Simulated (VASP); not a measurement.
# GaP (F-43m) in VASP: notebook

The runs below take GaP through relaxation of cell and atoms, with PBE.

Everything below comes from runs of VASP 6.6.1. Logs are shortened: lines on timing, memory, paths and dates and some standing lists are left out, and cuts for length are marked.

### Step 1. The structure

It takes space group F-43m (No. 216, cubic). The conventional cell has a = 5.451 Å, b = 5.451 Å, c = 5.451 Å, α = 90.00°, β = 90.00°, γ = 90.00°. Ga (site symmetry -43m) is surrounded by 4 P at 2.36 Å. P (site symmetry -43m) has 4 Ga at 2.36 Å as nearest neighbours.

### Step 2. Relaxation of cell and atoms, PBE

Contents of INCAR:

```
SYSTEM = GaP
  ALGO = Normal
  EDIFF = 1E-7
  EDIFFG = -0.002
  ENCUT = 520
  GGA = PE
  IBRION = 2
  ISIF = 3
  ISMEAR = 0
  KPAR = 4
  LASPH = .True.
  LCHARG = .False.
  LREAL = .False.
  LWAVE = .False.
  NELM = 100
  NSW = 80
  PREC = Accurate
  SIGMA = 0.02
```

Contents of KPOINTS:

```
k-points
0
Gamma
  10 10 10
  0 0 0
```

Contents of POSCAR:

```
GaP
1.0
    0.0000000000      2.7252500000      2.7252500000
    2.7252500000      0.0000000000      2.7252500000
    2.7252500000      2.7252500000      0.0000000000
Ga P
1 1
Direct
    0.0000000000      0.0000000000      0.0000000000
    0.2500000000      0.2500000000      0.2500000000
```

Potentials or basis: VASP PAW PBE potentials, release 64 (Ga_d, P).

Started as:

```bash
$ cat potpaw_PBE.64/Ga_d/POTCAR potpaw_PBE.64/P/POTCAR > POTCAR
$ mpirun -np 4 vasp_std > vasp.out
```

OUTCAR:

```text
SYSTEM = GaP
   EDIFF = 1E-7
   EDIFFG = -0.002
   ENCUT = 520
   GGA = PE
   IBRION = 2
   ISIF = 3
   ISMEAR = 0
   LASPH = .True.
   LREAL = .False.
   NELM = 100
   NSW = 80
   PREC = Accurate

 ion  position               nearest neighbor table
   1  0.000  0.000  0.000-   2 2.36   2 2.36   2 2.36   2 2.36
   2  0.250  0.250  0.250-   1 2.36   1 2.36   1 2.36   1 2.36

  LATTYP: Found a face centered cubic cell.
 ALAT       =     5.4505000000

  Lattice vectors:

 A1 = (   0.0000000000,   2.7252500000,   2.7252500000)
 A2 = (   2.7252500000,   0.0000000000,   2.7252500000)
 A3 = (   2.7252500000,   2.7252500000,   0.0000000000)

Analysis of symmetry for initial positions (statically):
=====================================================================
 Subroutine PRICEL returns:
 Original cell was already a primitive cell.

 Routine SETGRP: Setting up the symmetry group for a
 face centered cubic supercell.

 Subroutine GETGRP returns: Found 24 space group operations
 (whereof 24 operations were pure point group operations)
 out of a pool of 48 trial point group operations.

The static configuration has the point symmetry T_d .

Analysis of symmetry for dynamics (positions and initial velocities):
=====================================================================
 Subroutine PRICEL returns:
 Original cell was already a primitive cell.

 Routine SETGRP: Setting up the symmetry group for a
 face centered cubic supercell.

 Subroutine GETGRP returns: Found 24 space group operations
 (whereof 24 operations were pure point group operations)
 out of a pool of 48 trial point group operations.

The dynamic configuration has the point symmetry T_d .

 Subroutine INISYM returns: Found 24 space group operations
 (whereof 24 operations are pure point group operations),
 and found     1 'primitive' translations

----------------------------------------------------------------------------------------

                                     Primitive cell

  volume of cell :      40.4808

  direct lattice vectors                    reciprocal lattice vectors
     0.000000000  2.725250000  2.725250000    -0.183469406  0.183469406  0.183469406
     2.725250000  0.000000000  2.725250000     0.183469406 -0.183469406  0.183469406
     2.725250000  2.725250000  0.000000000     0.183469406  0.183469406 -0.183469406

  length of vectors
     3.854085511  3.854085511  3.854085511     0.317778334  0.317778334  0.317778334

[... 99 lines left out ...]
     AMIX     =   0.40;   BMIX     =  1.00
     AMIX_MAG =   1.60;   BMIX_MAG =  1.00
  volume/ion in A,a.u.               =      20.24       136.59
  Fermi-wavevector in a.u.,A,eV,Ry     =   1.249538  2.361284 21.243377  1.561344
  Thomas-Fermi vector in A             =   2.383574
   LORBIT       =      0    0 simple, 1 ext, 2 COOP (PROOUT), +10 PAW based schemes
   GGA     = PE    functional components
   LHFCALC =     F    Hartree Fock is set to
   AEXX    =    0.0000 exact exchange contribution
   IVDW    =     0    specifies the selected vdW correction
   LEPSILON=     F    determine dielectric tensor
   LRPA    =     F    only Hartree local field effects (RPA)
 conjugate gradient relaxation of ions
 non-spin polarized calculation
 Gauss-broadening in eV      SIGMA  =   0.02
  energy-cutoff  :      520.00
  volume of cell :       40.48
 maximum number of plane-waves:      1106
 NGX is ok and might be reduce to    30
   NGX = 15   NGY = 15   NGZ = 15

--------------------------------------- Ionic step        1  -------------------------------------------

 number of electron      17.9999989 magnetization

 Free energy of the ion-electron system (eV)
  ---------------------------------------------------
  ext. energy  EPLUGINS =         0.00000000
  ---------------------------------------------------
  free energy    TOTEN  =        -9.11811953 eV

  energy without entropy =       -9.11811953  energy(sigma->0) =       -9.11811953

------------------------ aborting loop because EDIFF is reached ----------------------------------------

  FORCE on cell =-STRESS in cart. coord.  units (eV):
  Direction    XX          YY          ZZ          XY          YZ          ZX
  --------------------------------------------------------------------------------------
  -------------------------------------------------------------------------------------
  Total        0.6269366      0.6269366      0.6269366      0.0000000      0.0000000      0.0000000
  in kB       24.8133357     24.8133357     24.8133357      0.0000000      0.0000000      0.0000000
  external PRESSURE =      24.8133357 kB  Pullay stress =       0.0000000 kB
[... 59 lines left out ...]
--------------------------------------- Ionic step        3  -------------------------------------------

 number of electron      18.0000003 magnetization

 Free energy of the ion-electron system (eV)
  ---------------------------------------------------
  ext. energy  EPLUGINS =         0.00000000
  ---------------------------------------------------
  free energy    TOTEN  =        -9.12746157 eV

  energy without entropy =       -9.12746157  energy(sigma->0) =       -9.12746157

 E-fermi :   4.4327     XC(G=0):  -9.6963

 val. band max:        4.3478008331   @ k =   0.0000   0.0000   0.0000
 cond. band min:       5.9255245483   @ k =   0.0000   0.0000   0.0000
 fundamental gap:      1.5777237152
 Fermi energy:         4.4326984938

 k-point     1 :       0.0000    0.0000    0.0000
  band No.  band energies     occupation
      1     -10.1543      2.00000
      2     -10.1543      2.00000
      3     -10.1543      2.00000
      4     -10.0635      2.00000
      5     -10.0635      2.00000
      6      -7.9206      2.00000
      7       4.3478      2.00000
      8       4.3478      2.00000
      9       4.3478      2.00000
     10       5.9255      0.00000
     11       8.2442      0.00000
     12       8.2442      0.00000
     13       8.2442      0.00000
[... 354 lines left out ...]
  band No.  band energies     occupation
      1     -10.2405      2.00000
      2     -10.1111      2.00000
      3     -10.1093      2.00000
      4     -10.0851      2.00000
      5     -10.0487      2.00000
      6      -6.0224      2.00000
      7      -0.9616      2.00000
      8       1.8601      2.00000
      9       2.1916      2.00000
     10       6.4186      0.00000
     11       7.4686      0.00000
     12      11.8301      0.00000
     13      12.3278      0.00000

 [... further k-points ...]
[... 5 lines left out ...]
  --------------------------------------------------------------------------------------
  -------------------------------------------------------------------------------------
  Total       -0.0000062     -0.0000062     -0.0000062     -0.0000000     -0.0000000      0.0000000
  in kB       -0.0002390     -0.0002390     -0.0002390     -0.0000000     -0.0000000      0.0000000
  external PRESSURE =      -0.0002390 kB  Pullay stress =       0.0000000 kB
[... 17 lines left out ...]
  FREE ENERGIE OF THE ION-ELECTRON SYSTEM (eV)
  ---------------------------------------------------
  free  energy   TOTEN  =        -9.1274615744 eV

  energy  without entropy=       -9.1274615744  energy(sigma->0) =       -9.12746157

 reached required accuracy - stopping structural energy minimisation
```

CONTCAR:

```text
GaP
   1.00000000000000
    -0.0000000000000000    2.7528365045129748    2.7528365045129748
     2.7528365045129748    0.0000000000000000    2.7528365045129748
     2.7528365045129748    2.7528365045129748    0.0000000000000000
  Ga              P
     1     1
Direct
     0.0000000000000000    0.0000000000000000    0.0000000000000000
     0.2500000000000000    0.2500000000000000    0.2500000000000000

  0.00000000E+00  0.00000000E+00  0.00000000E+00
  0.00000000E+00  0.00000000E+00  0.00000000E+00
```

Wall time 22 s (4 MPI ranks of Intel Xeon Platinum 8375C at 2.90GHz (Ice Lake), shared host); peak memory 0.18 GiB.

What came out:

```yaml
Free_energy: -9.1275 eV
Relaxed_volume: 20.86 Å³/atom
Relaxed_cell: a = 3.893 Å, b = 3.893 Å, c = 3.893 Å, α = 60.00°, β = 60.00°, γ = 60.00°
Space_group_after_relaxing_to_0.05_Å: F-43m (No. 216)
Energy_gained_by_relaxing: 4.7 meV/atom
Ionic_steps: 3
Pressure_after_relaxing: 0.0 GPa
Band_gap_on_the_k_mesh: 1.58 eV, direct
```

Step by step:
```
step  energy change (eV)  largest force (eV/Å)  pressure (GPa)  volume (Å³)
   1              0.0000                0.0000            2.48        40.48
   2             -0.0072                0.0000           -1.08        42.35
   3             -0.0093                0.0000            0.00        41.72
```

Final structure:
```
CELL_PARAMETERS angstrom
0.00000 2.75284 2.75284
2.75284 0.00000 2.75284
2.75284 2.75284 0.00000
ATOMIC_POSITIONS crystal
Ga 0.00000 0.00000 0.00000
P 0.25000 0.25000 0.25000
```

Levels at points of the mesh, in eV from the valence-band top:
| k point | band 5 | band 6 | band 7 | band 8 | band 9 | band 10 | band 11 | band 12 | band 13 |
| --- | --- | --- | --- | --- | --- | --- | --- | --- | --- |
| (0.00, 0.00, 0.00) | -14.41 | -12.27 | 0.00 | 0.00 | 0.00 | 1.58 | 3.90 | 3.90 | 3.90 |
| (0.50, 0.00, 0.00) | -14.40 | -10.30 | -6.46 | -1.07 | -1.07 | 1.58 | 4.73 | 4.73 | 8.23 |
| (0.50, 0.50, 0.00) | -14.39 | -9.44 | -6.61 | -2.58 | -2.58 | 1.72 | 1.85 | 10.37 | 10.37 |

(Continued in part 2 of 2.)
